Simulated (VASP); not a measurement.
The system is Cu3N.

```xyz
4
Lattice="3.8070 0.0000 0.0000 0.0000 3.8070 0.0000 0.0000 0.0000 3.8070" Properties=species:S:1:pos:R:3 pbc="T T T"
Cu    1.9035    0.0000    0.0000
Cu    0.0000    1.9035    0.0000
Cu    0.0000    0.0000    1.9035
N     0.0000    0.0000    0.0000
```

| Property | Result |
| --- | --- |
| Program | VASP 6.6.1 |
| Task | relaxation of cell and atoms |
| Functional | PBE |
| Potentials or basis | VASP PAW PBE potentials, release 64 (Cu, N) |
| Cutoff | 600 eV |
| k mesh | 10 × 10 × 10 |
| Occupations | methfessel-paxton, width 0.1 eV |
| Spin | no spin polarisation |

At the start: pressure 2.5 GPa; volume 13.79 Å³/atom.

**Question.** How do energy, volume and symmetry change on relaxing?

**Answer.** Over 3 steps the energy falls by 2.2 meV/atom and the volume is 14.08 Å³/atom (+2.1 %); space group Pm-3m (No. 221, to 0.05 Å).

The path:
| step | energy change (eV) | largest force (eV/Å) | pressure (GPa) | volume (Å³) |
| --- | --- | --- | --- | --- |
| 1 | 0.0000 | 0.0000 | 2.55 | 55.18 |
| 2 | -0.0064 | 0.0000 | -1.19 | 56.95 |
| 3 | -0.0088 | 0.0000 | -0.04 | 56.32 |

Final structure:
```xyz
4
Lattice="3.8332 0.0000 0.0000 0.0000 3.8332 0.0000 0.0000 0.0000 3.8332" Properties=species:S:1:pos:R:3 pbc="T T T"
Cu    1.9166    0.0000    0.0000
Cu    0.0000    1.9166    0.0000
Cu    0.0000    0.0000    1.9166
N     0.0000    0.0000    0.0000
```
